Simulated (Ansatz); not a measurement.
# Compressing Os: a fit and a missing row

Os, P6_3/mmc, a = 2.727 Å, c = 4.313 Å. Ansatz: PBEsol, PAW, 420 eV, Γ-centred 18×18×10 mesh on 2 atoms, Gaussian smearing 0.10 eV; no spin polarisation. Shape and atoms are relaxed at each volume; pressure is positive in compression.

| V (Å³/atom) | P (GPa) |
| --- | --- |
| 12.224 | ? |
| 12.641 | 50.86 |
| 13.058 | 30.93 |
| 13.475 | 14.14 |
| 13.891 | 0.01 |
| 14.308 | -11.88 |
| 14.725 | -21.87 |
| 15.280 | -32.70 |

Problem. Take V0 = 13.891 Å³/atom, count pressures from its P0 = 0.01 GPa, fit the third-order Birch–Murnaghan form to the other rows, and predict the missing pressure.

Solution. With the Eulerian strain f = ½[(V0/V)^(2/3) − 1] and y = (P − P0)/[3f(1 + 2f)^(5/2)], the form is the line y = B0 + 1.5 B0 (B0′ − 4) f. Rows (f, y): 0.03244, 446.5; 0.02104, 441.9; 0.01024, 437.2; -0.00976, 426.6; -0.01906, 421.7; -0.03078, 415.2. Means f = 0.0006867, y = 431.52; Σ(Δf)² = 0.003003, ΣΔfΔy = 1.500; the slope is their ratio. y = 431.2 + 499.5 f GPa, so B0 = 431.2 GPa and B0′ = 4 + 2 × (499.5)/(3 × 431.2) = 4.77. At V = 12.224, f = 0.04448, y = 453.42 and P = 74.88 GPa. The run gave 74.51 GPa, so the fit is 0.37 GPa too high, a small miss on the scale of the series.

Spin–orbit coupling is left out, which can shift energies with elements as heavy as these.